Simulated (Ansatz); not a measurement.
AlP (F-43m): phonons

Method: PBEsol, all-electron LAPW in Ansatz 0.2.0, scalar-relativistic.

The cell is the relaxed one with its volume scaled by 0.98.

Command:

```sh
ansatz run input.yaml --threads 2 --pin off --max-ram 5120MiB --backend cpu --events-out ev --progress --plain --runs-dir out
```

Input:

```yaml
crystal:
  lattice:
    - [0.0, 2.71677169438, 2.71677169438]
    - [2.71677169438, 0.0, 2.71677169438]
    - [2.71677169438, 2.71677169438, 0.0]
  atoms:
    - { symbol: Al, position: [0.0, 0.0, 0.0] }
    - { symbol: P, position: [0.75, 0.75, 0.75] }
kpoints:
  mp_grid: { grid: [8, 8, 8] }
scf:
  occupations: { method: fixed }
hamiltonian:
  xc: pbesol
  pseudopotentials: { kind: all_electron, lapw: { basis_error: 0.0005 } }
phonons:
  qmesh: [2, 2, 2]
  qpath:
    path:
      - [0.0, 0.0, 0.0]
      - [-0.5, -0.5, 0.0]
      - [-0.375, -0.375, 0.25]
      - [-0.375, 0.0, 0.375]
      - [0.0, 0.0, 0.0]
      - [0.0, 0.0, 0.5]
      - [-0.5, -0.25, 0.25]
      - [-0.5, -0.5, 0.0]
    npoints: 6
  temperatures: { t_min: 0, t_max: 1000, t_step: 100 }
```

The program printed:

```
Warning: RAYON_NUM_THREADS=2 ignored (pool sized by the plan → 2); use --threads N
LAPW: plane waves up to 8.336 Å⁻¹, error target 5.0e-4 eV per atom; small_component_spin mean_spin; Al in spheres of 1.168 Å, 11 of its electrons in bands, Dirac shells []; P in spheres of 1.114 Å, 13 of its electrons in bands, ...
Engine: ansatz 0.2.0, aarch64-unknown-linux-gnu
Pseudopotentials: kind: all_electron
Pseudopotential: Al, LAPW, valence charge 11, lapw/all_electron/scalar/gaussian/Al, Koelling and Harmon's equation, gaussian nucleus
Pseudopotential: P, LAPW, valence charge 13, lapw/all_electron/scalar/gaussian/P, Koelling and Harmon's equation, gaussian nucleus
Functional definition: PBEsol
  exchange = pbesol_x
  correlation = pbesol_c
davidson cushion auto → on  (no smearing: the cushion is to keep the highest requested band from converging to the state above it; pin scf.eigensolver.cushion to override)
Crystal: 4 atoms, lattice volume = 80.208 Å³
Basis set: ecut = 264.7356202824848 eV, 775 PW (Γ), FFT grids on a1, a2, −a1+a2+a3, exchange–correlation at level 2
Bands: 29, of which v1, the nominal top of the filled ones, is band 24 counted from 1 (23 counted from 0)
[... 128 lines left out ...]
  ASR residual: 6.895e-4 → 0.000e0 eV/Å²; symmetrization residual: 4.559e-4 eV/Å²
  largest component of a force at the reference: 8.7e-18 eV/Å
  ASR residual per site (eV/Å²): 3.26e-4 6.90e-4
  Γ frequencies (cm⁻¹): 0.00 0.00 0.00 444.59 444.59 444.59
--- Phonons (by wavevector): 3 wavevectors in 2 supercells ---
  supercell 1 (2 cells, vectors [1, 0, 0], [0, 1, -1], [0, 0, 2] in multiples of the cell's): 2 displaced members by 0.01 Å; free energy -31778.144302 eV; taken off its force constants: by the sum rule 6.9e-4, by the ...
  symmetry images taken by strict's conditions (phonons.symmetry_images: auto; settled by no image being taken that strict refuses)
  supercell 2 (2 cells, vectors [1, 0, 0], [0, 1, 0], [0, 0, 2] in multiples of the cell's): 4 displaced members by 0.01 Å; free energy -31778.144302 eV; taken off its force constants: by the sum rule 5.7e-4, by the ...
  symmetry images taken by strict's conditions (phonons.symmetry_images: auto; settled by no image being taken that strict refuses)
  q = [0.0000, 0.0000, 0.0000] (star 1, supercell 1; hermiticity 0.00e0, symmetrization 4.47e-5): -0.00 0.00 0.00 444.59 444.59 444.59
  q = [0.0000, 0.0000, -0.5000] (star 4, supercell 2; hermiticity 1.73e-16, symmetrization 7.89e-16): 97.66 97.66 334.46 409.16 433.39 433.39
  q = [0.0000, -0.5000, -0.5000] (star 3, supercell 1; hermiticity 9.32e-17, symmetrization 2.58e-16): 131.25 131.25 356.63 414.61 421.22 421.22
  joined force constants: q→R imaginary residual 4.81e-17
  density of states and harmonic sums: on the 20×20×20 q-mesh, interpolated from the force constants of a 2×2×2 supercell (no non-analytic term)
  largest difference from the sums on the solved wave vectors: F 4.97e-2 eV, S 8.20e-5 and C_V 3.23e-5 eV/K
```

The run converged.

### Zone-centre phonons

Harmonic phonons of a crystal by Kohn-Sham DFT at the given cell, standard atomic masses, acoustic sum rule imposed; negative wavenumbers are unstable modes; optical zone-centre levels upwards with Mulliken labels, activity, and the element with most of the kinetic energy.

| Property | Result |
| --- | --- |
| Point group | -43m |

```
number  phonon wavenumber (cm⁻¹)  label  infrared  raman  lead element
     1                     444.6     T2       yes    yes            Al
```

**Harmonic thermodynamics**

Sums over wave vectors interpolated from the q mesh.

```json
{
  "Zero point energy": "56.51 meV/atom"
}
```

```csv
temperature (K),phonon heat capacity (k_B/atom),phonon entropy (k_B/atom),phonon free energy (meV/atom)
100,1.028,0.6665,54.47
200,2.002,1.71,44.21
300,2.462,2.621,25.42
400,2.674,3.362,-0.47
500,2.784,3.972,-32.15
600,2.847,4.485,-68.65
700,2.886,4.927,-109.2
800,2.912,5.315,-153.4
900,2.93,5.659,-200.7
1000,2.943,5.968,-250.8
```

### Phonons on the q mesh

One row a degenerate set, branches counted upwards.

```json
{"Unstable phonons": "no"}
```

```
point  q a (r.l.u.)  q b (r.l.u.)  q c (r.l.u.)  branch  phonon wavenumber (cm⁻¹)  degeneracy
Gamma             0             0             0       4                     444.6           3
    L           0.5             0             0       1                      97.7           2
    L           0.5             0             0       3                     334.5           1
    L           0.5             0             0       4                     409.2           1
    L           0.5             0             0       5                     433.4           2
    X           0.5           0.5             0       1                     131.2           2
    X           0.5           0.5             0       3                     356.6           1
    X           0.5           0.5             0       4                     414.6           1
    X           0.5           0.5             0       5                     421.2           2
```

Caveats: cell scaled away from its relaxed volume; no LO-TO term at the zone centre; no LO-TO term in the interpolation; coarse q mesh.

Cost: 3.9 min on 2 threads of Arm Neoverse V2, on a shared host, peak memory 0.71 GiB.
